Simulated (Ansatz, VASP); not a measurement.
# Zr: VASP beside Ansatz

```
Zr
1.0
     2.96265    0.00000    0.00000
     0.00000    2.96265    0.00000
     0.00000    0.00000    2.96265
Zr
1
Cartesian
  0.0000 0.0000 0.0000
```

Alike in both runs: functional BLYP; k mesh 11 × 11 × 11; occupations fermi-dirac, width 0.1 eV; no spin polarisation.

Ansatz relaxed the structure, and its values are those at the end. VASP's run is a single point on that final structure, the one shown.

|  | VASP | Ansatz |
| --- | --- | --- |
| version | VASP 6.6.1 | Ansatz 0.2.0 |
| potentials or method | VASP PAW PBE potentials, release 64 (Zr_sv) | plane waves (420 eV) with PAW, scalar-relativistic |
| plane-wave cutoff (eV) | 520 | 420 |
| valence electrons in the cell | 12 | 12 |

Ansatz gave:

```
pressure (GPa) : 0.0
```

Task: What did VASP give for the same quantities?

Result: Pressure (GPa): 0.1.

Caveats: the PAW data sets were made with another functional, which shifts forces and pressure a little (VASP).
